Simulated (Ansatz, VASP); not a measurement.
# La in VASP and in Ansatz

```
La
1.0
    -1.81783    1.81783    1.81783
     1.81783   -1.81783    1.81783
     1.81783    1.81783   -1.81783
La
1
Direct
  0.00000 0.00000 0.00000
```

Alike in both runs: functional PBEsol; k mesh 15 × 15 × 15; occupations fermi-dirac, width 0.08 eV; no spin polarisation.

Ansatz relaxed the structure, and its values are those at the end. VASP's run is a single point on that final structure, the one shown.

|  | VASP | Ansatz |
| --- | --- | --- |
| version | VASP 6.6.1 | Ansatz 0.2.0 |
| potentials or method | VASP PAW PBE potentials, release 64 (La) | PAW with Ansatz's default frozen-core files, scalar-relativistic |
| plane-wave cutoff (eV) | 520 | 420 |
| valence electrons in the cell | 11 | 11 |

VASP gave:

- pressure (GPa): 17.3

Question: Which values does Ansatz return?

Answer: Pressure (GPa): 17.0.

Caveats: so large a pressure means that the cell lies far from this level's equilibrium, or that cutoff or potentials fall short (VASP); the potentials were made for another functional, which shifts forces and pressure (VASP). The runs have no spin-orbit coupling, so splittings on La are missing.
